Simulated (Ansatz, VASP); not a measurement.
Given: the input of a run of VASP 6.6.1 on SnO2 (Cassiterite). 

Contents of INCAR:

```
PREC = Accurate
ENCUT = 600
EDIFF = 1E-7
ISMEAR = -1
SIGMA = 0.05
LREAL = False
LASPH = True
NELM = 60
ALGO = Normal
ISIF = 3
LWAVE = False
LCHARG = False
GGA = PS
IBRION = 2
NSW = 40
EDIFFG = -0.02
```

KPOINTS

```
regular mesh
0
Gamma
  6 6 8
```

Contents of POSCAR:

```
SnO2
1.0
    4.7380000000      0.0000000000      0.0000000000
    0.0000000000      4.7380000000      0.0000000000
    0.0000000000      0.0000000000      3.1865000000
Sn O
2 4
Direct
    0.5000000000      0.5000000000      0.5000000000
    0.0000000000      0.0000000000      0.0000000000
    0.8071000000      0.1929000000      0.5000000000
    0.6929000000      0.6929000000      0.0000000000
    0.1929000000      0.8071000000      0.5000000000
    0.3071000000      0.3071000000      0.0000000000
```

Potentials or basis: VASP PAW PBE potentials, release 64 (Sn_d, O).

The run is started by

```sh
$ cat potpaw_PBE.64/Sn_d/POTCAR potpaw_PBE.64/O/POTCAR > POTCAR
$ mpirun -np 1 vasp_std > vasp.out
```

**Question.** Translate it to Ansatz 0.2.0. Potentials or basis there: Ansatz PAW, cutoff 420 eV.

**Answer.** As run (cutoffs and basis follow the program's own potentials, and thresholds, step limits or extra output files can differ):

Contents of input.yaml:

```yaml
crystal:
  lattice:
    - [4.738, 0.0, 0.0]
    - [0.0, 4.738, 0.0]
    - [0.0, 0.0, 3.1865]
  atoms:
    - { symbol: Sn, position: [0.5, 0.5, 0.5] }
    - { symbol: Sn, position: [0.0, 0.0, 0.0] }
    - { symbol: O, position: [0.8071, 0.1929, 0.5] }
    - { symbol: O, position: [0.6929, 0.6929, 0.0] }
    - { symbol: O, position: [0.1929, 0.8071, 0.5] }
    - { symbol: O, position: [0.3071, 0.3071, 0.0] }
hamiltonian:
  xc: pbesol
  pseudopotentials: { kind: paw }
kpoints:
  mp_grid: { grid: [6, 6, 8] }
scf:
  occupations: { method: fermi_dirac, width: 0.05 }
output:
  forces: true
  stress: true
relax:
  f_tol: 0.01
  max_steps: 40
  cell: { stress_tol: 0.05 }
```

Potentials or basis: Ansatz PAW.

Launch:

```bash
$ ansatz run input.yaml --threads 2 --pin off --max-ram 5632MiB --backend cpu --events-out ev --progress --plain --runs-dir out
```

Both were run:

|  | VASP | Ansatz |
| --- | --- | --- |
| Relaxed volume | 12.21 Å³/atom | 12.18 Å³/atom |
| Relaxed cell | a = 4.770 Å, b = 4.770 Å, c = 3.219 Å, α = 90.00°, β = 90.00°, γ = 90.00° | a = 4.769 Å, b = 4.769 Å, c = 3.212 Å, α = 90.00°, β = 90.00°, γ = 90.00° |
| Space group after relaxing | P4_2/mnm (No. 136) | P4_2/mnm (No. 136) |
| Pressure after relaxing | 0.0 GPa | 0.0 GPa |

Ansatz's pressure holds a Pulay term of +0.88 GPa for its cutoff of 420 eV, which the other run lacks.

VASP's potentials were made for PBE. Ansatz's potentials were made for PBE.

Where Ansatz's input types no cutoff or centring, it takes its own default and a Γ-centred mesh.

Pressure is positive in compression.
